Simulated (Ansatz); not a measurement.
**GaP: response to strain**

Aim: deform GaP (equal xx and yy strain of -3 %) and compute stress, forces and field gradients with LAPW, PAW and all-electron datasets made for the crystal.

Program: Ansatz 0.2.0. Level of theory: DFT LDA, scalar-relativistic. These are calculated values, not measurements.

## 1. Starting point

The structure is cubic, space group F-43m (No. 216). Conventional cell: a = 5.451 Å, b = 5.451 Å, c = 5.451 Å, α = 90.00°, β = 90.00°, γ = 90.00°. Ga (site symmetry -43m) is surrounded by 4 P at 2.36 Å. Around P (site symmetry -43m) lie 4 Ga at 2.36 Å.

As a file:

```xyz
2
Lattice="0.0000 2.7252 2.7252 2.7252 0.0000 2.7252 2.7252 2.7252 0.0000" Properties=species:S:1:pos:R:3 pbc="T T T"
Ga    0.0000    0.0000    0.0000
P     4.0879    4.0879    4.0879
```

Atoms are numbered in the order of the input: Ga1, P2.

## 2. The deformed structure

Space group F-43m before, I-4m2 after.

## 3. Full-potential LAPW

The input, input.yaml:

```yaml
crystal:
  lattice:
    - [0.0, 2.6434925, 2.72525]
    - [2.6434925, 0.0, 2.72525]
    - [2.6434925, 2.6434925, 0.0]
  atoms:
    - { symbol: Ga, position: [0.0, 0.0, 0.0] }
    - { symbol: P, position: [0.75, 0.75, 0.75] }
kpoints:
  mp_grid: { grid: [10, 10, 10] }
  band_path:
    path:
      - [0.0, 0.0, 0.0]
      - [0.5, 0.0, 0.5]
      - [0.75, 0.25, 0.5]
      - [0.5, 0.5, 0.5]
      - [0.0, 0.0, 0.0]
      - [0.5, 0.5, 0.0]
      - [0.6323875, 0.6323875, 0.264775]
      - [0.3676125, 0.3676125, 0.735225]
      - [0.0, 0.0, 0.0]
    npoints: 5
scf:
  occupations: { method: fermi_dirac, width: 0.05 }
hamiltonian:
  xc: lda
  pseudopotentials: { kind: all_electron, lapw: { basis_error: 0.0005 } }
output:
  forces: true
  stress: true
  eigenvalues: true
```

Run with:

```
ansatz run input.yaml --threads 1 --pin off --max-ram 3072MiB --backend cpu --events-out ev --progress --plain --runs-dir out
```

## 4. Frozen-core PAW

The input, input.yaml:

```yaml
crystal:
  lattice:
    - [0.0, 2.6434925, 2.72525]
    - [2.6434925, 0.0, 2.72525]
    - [2.6434925, 2.6434925, 0.0]
  atoms:
    - { symbol: Ga, position: [0.0, 0.0, 0.0] }
    - { symbol: P, position: [0.75, 0.75, 0.75] }
kpoints:
  mp_grid: { grid: [10, 10, 10] }
scf:
  occupations: { method: fermi_dirac, width: 0.05 }
hamiltonian:
  xc: lda
  pseudopotentials: { kind: paw }
output:
  forces: true
  stress: true
  eigenvalues: true
  efg: { contact_densities: true }
```

## 5. All-electron PAW on datasets made for the crystal

input.yaml: that of step 4 with these lines changed.

```diff
@@ -14,3 +14,3 @@
   xc: lda
-  pseudopotentials: { kind: paw }
+  pseudopotentials: { kind: all_electron, datasets: crystal }
 output:
```

(Steps that only read results are left out.)

Before running it: what results should come out? Wanted: pressure; largest shear or deviatoric stress.

**Answer**, as computed:

```
                                 quantity                                           value
                                 pressure  LAPW 2.69, PAW 2.67, crystal datasets 2.69 GPa
largest shear or deviatoric stress (LAPW)                                        1.69 GPa
```

The largest part of the stress beyond the pressure is 1.69 GPa in size, in the zz component; the atoms are carried along and not relaxed. No run of the undeformed cell stands beside it, so the pressure holds what the given cell had before the change. PAW: stress within 0.02 GPa of LAPW. Crystal datasets: stress within 0.01 GPa of LAPW.
